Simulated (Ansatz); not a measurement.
## IrO₂, space group P4_2/mnm: a scan of the Hubbard U

Program: Ansatz 0.2.0, Python API.

`plus_u_iro2.py`:
```python
"""How the states of IrO2 follow the Hubbard U."""

import ansatz as az
import numpy as np


def count_gap(report):
    # lowest empty less highest filled band, counting bands; zero where they overlap
    return max(report.get("gap_by_band_count_ev") or 0.0, 0.0)

lattice = az.Lattice.of(
    (4.5051, 0.0, 0.0),
    (0.0, 4.5051, 0.0),
    (0.0, 0.0, 3.1586),
)
sites = [
    ("Ir", (0.0, 0.0, 0.0)),
    ("Ir", (0.5, 0.5, 0.5)),
    ("O", (0.3077, 0.3077, 0.0)),
    ("O", (0.1923, 0.8077, 0.5)),
    ("O", (0.6923, 0.6923, 0.0)),
    ("O", (0.8077, 0.1923, 0.5)),
]
cell = az.Crystal(lattice=lattice)
for symbol, position in sites:
    cell = cell.atom(symbol, position)

model = cell.calculation()
model = model.functional("pbesol")
model = model.basis(19 * az.Ha)
model = model.kpoints(6, 6, 8)
model = model.occupations("Fermi-Dirac")
model = model.band_table()
rows = []
for u in [0.0, 1.5, 3.0, 4.5, 6.0]:
    report = model.hubbard("Ir", "d", u_eff=u).run(threads=1, pin="off").report
    shell = report["hubbard"]["n_scf"]
    rows.append((u, count_gap(report), sum(shell) / len(shell), report["n_iterations"]))
print("      U_eff eV  gap by band count eV  Ir d occupation (projector)      iterations")
for row in rows:
    print(f"{str(row[0]):>14s}  {row[1]:20.3f}  {row[2]:27.4f}  {row[3]:14d}")
print("eigenvalues of the first occupation matrix at the last U, by spin:")
for channel in report["hubbard"]["n_eig"][0]:
    print("  ", " ".join(f"{n:.3f}" for n in channel))
```

Output of `python plus_u_iro2.py`:
```text
      U_eff eV  gap by band count eV  Ir d occupation (projector)      iterations
           0.0                 0.000                       7.0823               9
           1.5                 0.000                       7.0968               9
           3.0                 0.000                       7.1090               9
           4.5                 0.000                       7.1191               9
           6.0                 0.000                       7.1269               9
eigenvalues of the first occupation matrix at the last U, by spin:
   0.389 0.411 0.858 0.923 0.983
```

Notes:
- No spin polarisation was allowed.
- The mesh is modest for a metal, so energies can be off by several to tens of meV an atom and pressures by half a GPa or more; differences at equal mesh fare better.
- A gap by band count of zero or less means overlapping bands, a metal.
- A Hubbard U without spin forces both spins into the same orbitals, which can open a gap or pick a state that a spin-polarised run wouldn't.
- The structure is a deposited one; some such entries were measured under pressure or heat, so a shift against it needn't be the functional's error alone.
- Levels are Kohn-Sham eigenvalues on this mesh, without spin-orbit coupling.
- Shell occupations and the effect of U depend on the projectors; a run with no .spin step is spin-unpolarised, and each U may end in a state that isn't the lowest.
- Run time: 48 s on 1 thread of Intel(R) Xeon(R) Platinum 8259CL CPU @ 2.50GHz (Skylake/Cascade Lake), with other jobs on the host, peak memory 0.53 GiB.

(A comment or docstring line of the script was reworded after the run, the code is as it ran.)
